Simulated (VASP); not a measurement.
A run of VASP 6.6.1:

The input INCAR:

```
SYSTEM = Ti3Pt
PREC = Accurate ; ENCUT = 600
EDIFF = 1E-6 ; ISMEAR = 1
SIGMA = 0.1 ; LREAL = .False.
LASPH = .True. ; NELM = 80
ALGO = Normal ; ISIF = 3
LWAVE = .False. ; LCHARG = .False.
METAGGA = R2SCAN ; LMIXTAU = .True.
IBRION = 2 ; NSW = 90
EDIFFG = -0.01 ; KPAR = 2
```

File KPOINTS:

```
regular mesh
0
Gamma
  8 8 8
  0 0 0
```

The input POSCAR:

```
Ti3Pt
1.0
    5.0300000000      0.0000000000      0.0000000000
    0.0000000000      5.0300000000      0.0000000000
    0.0000000000      0.0000000000      5.0300000000
Ti Pt
6 2
Direct
    0.2500000000      0.0000000000      0.5000000000
    0.5000000000      0.7500000000      0.0000000000
    0.7500000000      0.0000000000      0.5000000000
    0.5000000000      0.2500000000      0.0000000000
    0.0000000000      0.5000000000      0.7500000000
    0.0000000000      0.5000000000      0.2500000000
    0.0000000000      0.0000000000      0.0000000000
    0.5000000000      0.5000000000      0.5000000000
```

Potentials or basis: VASP PAW PBE potentials, release 64 (Ti_sv, Pt).

Run with:

```console
$ cat potpaw_PBE.64/Ti_sv/POTCAR potpaw_PBE.64/Pt/POTCAR > POTCAR
$ mpirun -np 2 vasp_std > vasp.out
```

Hardware: 2 MPI ranks on Intel(R) Xeon(R) Platinum 8488C (Sapphire Rapids), on a shared host.

**Question.** How long does it take, and how much memory?

**Answer.** Wall time 14 min on 2 MPI ranks on Intel(R) Xeon(R) Platinum 8488C (Sapphire Rapids), on a shared host, peak memory 0.43 GiB a rank. Counts: scf iterations 46, k points 35, ion steps 3.
